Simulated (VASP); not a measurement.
A run of VASP 6.6.1:

File INCAR:

```
ALGO = Normal
EDIFF = 1E-7
ENCUT = 520
GGA = PE
ISIF = 2
ISMEAR = 0
ISPIN = 2
LASPH = True
LCHARG = False
LDAU = True
LDAUJ = 0
LDAUL = 3
LDAUPRINT = 1
LDAUTYPE = 2
LDAUU = 6
LMAXMIX = 6
LORBIT = 11
LREAL = False
LWAVE = False
MAGMOM = 7 -7
NELM = 150
PREC = Accurate
SIGMA = 0.1
```

KPOINTS

```
k-points
0
Gamma
  15 15 8
```

POSCAR

```
Gd                                      
1.0
    3.6259766673      0.0000000000     -0.0000000000
   -1.8129883337      3.1401879092      0.0000000000
   -0.0000000000      0.0000000000      5.8864194709
  Gd            
     2
Direct
     0.3333333300000021    0.6666666699999979    0.2500000000000000
     0.6666666699999979    0.3333333300000021    0.7500000000000000
```

File KPOINTS_OPT:

```
path GMKGALHA,LM,KH
10
line-mode
reciprocal
 0.0000000000  0.0000000000  0.0000000000  G
 0.5000000000  0.0000000000  0.0000000000  M

 0.5000000000  0.0000000000  0.0000000000  M
 0.3333333333  0.3333333333  0.0000000000  K

 0.3333333333  0.3333333333  0.0000000000  K
 0.0000000000  0.0000000000  0.0000000000  G

 0.0000000000  0.0000000000  0.0000000000  G
 0.0000000000  0.0000000000  0.5000000000  A

 0.0000000000  0.0000000000  0.5000000000  A
 0.5000000000  0.0000000000  0.5000000000  L

 0.5000000000  0.0000000000  0.5000000000  L
 0.3333333333  0.3333333333  0.5000000000  H

 0.3333333333  0.3333333333  0.5000000000  H
 0.0000000000  0.0000000000  0.5000000000  A

 0.5000000000  0.0000000000  0.5000000000  L
 0.5000000000  0.0000000000  0.0000000000  M

 0.3333333333  0.3333333333  0.0000000000  K
 0.3333333333  0.3333333333  0.5000000000  H
```

Potentials or basis: VASP PAW PBE potentials, release 64 (Gd).

The run is started by

```bash
$ cat potpaw_PBE.64/Gd/POTCAR > POTCAR
$ mpirun -np 1 vasp_std > vasp.out
```

Hardware: 1 thread of Intel(R) Xeon(R) 6975P-C (Granite Rapids) (shared host).

**Question.** Estimate the wall time of this run.

**Answer.** Wall time 9.1 min on 1 thread of Intel(R) Xeon(R) 6975P-C (Granite Rapids) (shared host), peak memory 0.63 GiB. Counts: scf iterations 56, k points 135.
